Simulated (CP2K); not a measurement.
Crystal: WS2 (Tungstenite).

```
CELL_PARAMETERS angstrom
3.18000 0.00000 0.00000
-1.59000 2.75396 0.00000
0.00000 0.00000 12.50000
ATOMIC_POSITIONS crystal
W 0.66667 0.33333 0.75000
W 0.33333 0.66667 0.25000
S 0.66667 0.33333 0.37500
S 0.33333 0.66667 0.87500
S 0.66667 0.33333 0.12500
S 0.33333 0.66667 0.62500
```

Program: CP2K 2026.2. Alike in all runs: task band structure; no spin polarisation; cell as given; k mesh 10 × 10 × 3.

Question: Order these runs on this cell by their band gap on the k mesh, lowest first.
A. level PBEsol; potentials or basis POTENTIAL_UZH W GTH-PBE-q14, S GTH-PBE-q6; TZVP-MOLOPT-PBE-GTH basis; smearing fermi-dirac 0.1 eV; EPS_DEFAULT 1.0E-9; NGRIDS 5; points a segment of the path (NPOINTS) 8; bands added on the path 6; CUTOFF of the grids 450 Ry
B. level r2SCAN; potentials or basis POTENTIAL_UZH W GTH-SCAN-q14, S GTH-SCAN-q6; TZVP-MOLOPT-SCAN-GTH basis; smearing fermi-dirac 0.05 eV; EPS_DEFAULT 1.0E-10; NGRIDS 5; points a segment of the path (NPOINTS) 8; bands added on the path 4; CUTOFF of the grids 675 Ry
C. level LDA; potentials or basis GTH_POTENTIALS W GTH-PADE-q14, S GTH-PADE-q6; TZVP-MOLOPT-PBE-GTH basis; smearing fermi-dirac 0.1 eV; EPS_DEFAULT 1.0E-9; NGRIDS 4; points a segment of the path (NPOINTS) 6; bands added on the path 4; CUTOFF of the grids 450 Ry

Answer: C (0.89 eV), A (1.07 eV), B (1.27 eV).

Caveats: spin-orbit coupling is left out, which moves the levels of the heavy elements; the basis of atomic orbitals isn't converged, which shifts pressures, moduli and gaps.

A k mesh can miss the band edges.
